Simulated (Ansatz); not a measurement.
# KCl (Sylvite) in Ansatz: convergence with k mesh

Input of the first run (k mesh 2 × 2 × 2); the others differ in this setting and in those tied to it:

Contents of input.yaml:

```yaml
crystal:
  lattice:
    - [0.0, 3.14647, 3.14647]
    - [3.14647, 0.0, 3.14647]
    - [3.14647, 3.14647, 0.0]
  atoms:
    - { symbol: K, position: [-0.011176, 0.011859, -0.001972] }
    - { symbol: Cl, position: [0.483026, 0.502097, 0.505637] }
hamiltonian:
  xc: pbe
  pseudopotentials: { kind: nc, accuracy: standard }
kpoints:
  mp_grid: { grid: [2, 2, 2] }
scf:
  occupations: { method: methfessel_paxton, width: 0.05 }
output:
  forces: true
  stress: true
  eigenvalues: true
```

Potentials or basis: PseudoDojo standard (PBE files).

Command:

```sh
$ ansatz run input.yaml --threads 2 --pin off --max-ram 5632MiB --backend cpu --events-out ev --progress --plain --runs-dir out
```

The cell isn't the ideal one: atoms moved at random, drawn with an rms of 0.05 Å.

Hardware: 2 threads of Intel(R) Xeon(R) 6975P-C (Granite Rapids) (shared host).

Task: The values tried are 2 × 2 × 2, 3 × 3 × 3, 4 × 4 × 4, 5 × 5 × 5, 7 × 7 × 7, 8 × 8 × 8, 10 × 10 × 10, 12 × 12 × 12, loosest first. From which on does the pressure stay within 0.1 GPa of the tightest run that finished?

Result: From 3 × 3 × 3 on.

```tsv
k mesh	energy less the tightest run, at zero smearing (meV/atom)	pressure (GPa)	largest force (eV/Å)	gap on the mesh (eV)	SCF cycles	CPU time (s)	peak memory (GiB)
2 × 2 × 2	35.48	1.15	0.060	5.156	7	0.79	0.39
3 × 3 × 3	1.50	0.78	0.066	5.188	7	1.7	0.4
4 × 4 × 4	0.10	0.76	0.066	5.190	7	3.7	0.43
5 × 5 × 5	0.01	0.76	0.066	5.190	7	6.7	0.47
7 × 7 × 7	0.00	0.76	0.066	5.190	7	18	0.66
8 × 8 × 8	0.00	0.76	0.066	5.190	7	27	0.81
10 × 10 × 10	0.00	0.76	0.066	5.190	7	51	1.2
12 × 12 × 12	0.00	0.76	0.066	5.190	7	87	1.8
```

Against the tightest run, the energy stays within 1 meV/atom from 4 × 4 × 4 on; the largest force stays within 0.005 eV/Å from 3 × 3 × 3 on; the gap on the mesh stays within 0.01 eV from 3 × 3 × 3 on. Meshes of other sizes hit other points, so gaps and Fermi surfaces needn't settle smoothly. The tightest run that finished is the yardstick and may itself not be fully converged.
